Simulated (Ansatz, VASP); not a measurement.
# One calculation of PbSe, two programs

```
Pb Se
1.0
     0.00000    3.06215    3.06215
     3.06215    0.00000    3.06215
     3.06215    3.06215    0.00000
Pb Se
1 1
Direct
  0.50000 0.50000 0.50000
  0.00000 0.00000 0.00000
```

Alike in both runs: task single point; functional BLYP; dispersion D3(BJ); k mesh 6 × 6 × 6; occupations gaussian, width 0.05 eV; no spin polarisation.

|  | VASP | Ansatz |
| --- | --- | --- |
| version | VASP 6.6.1 | Ansatz 0.2.0 |
| potentials or method | VASP PAW PBE potentials, release 64 (Pb_d, Se) | scalar-relativistic, plane waves, PAW |
| plane-wave cutoff (eV) | 520 | 420 |
| valence electrons in the cell | 20 | 30 |

|  | VASP | Ansatz | Ansatz less VASP |
| --- | --- | --- | --- |
| gap on the k mesh at the Fermi level (eV) | 0.40 | 0.42 | +0.017 |
| least direct gap on the mesh (eV) | 0.40 | 0.42 | +0.017 |
| pressure (GPa) | 1.0 | 0.8 | -0.18 |
| dispersion energy (meV/atom) | -864.2 | -864.3 | -0.10 |

The two sets of potentials don't hold the same shells in valence.

Caveats: the PAW data sets were made with another functional, which shifts forces and pressure a little (VASP); spin-orbit coupling is left out, which as a rule narrows the gap of such compounds by several tenths of an eV.
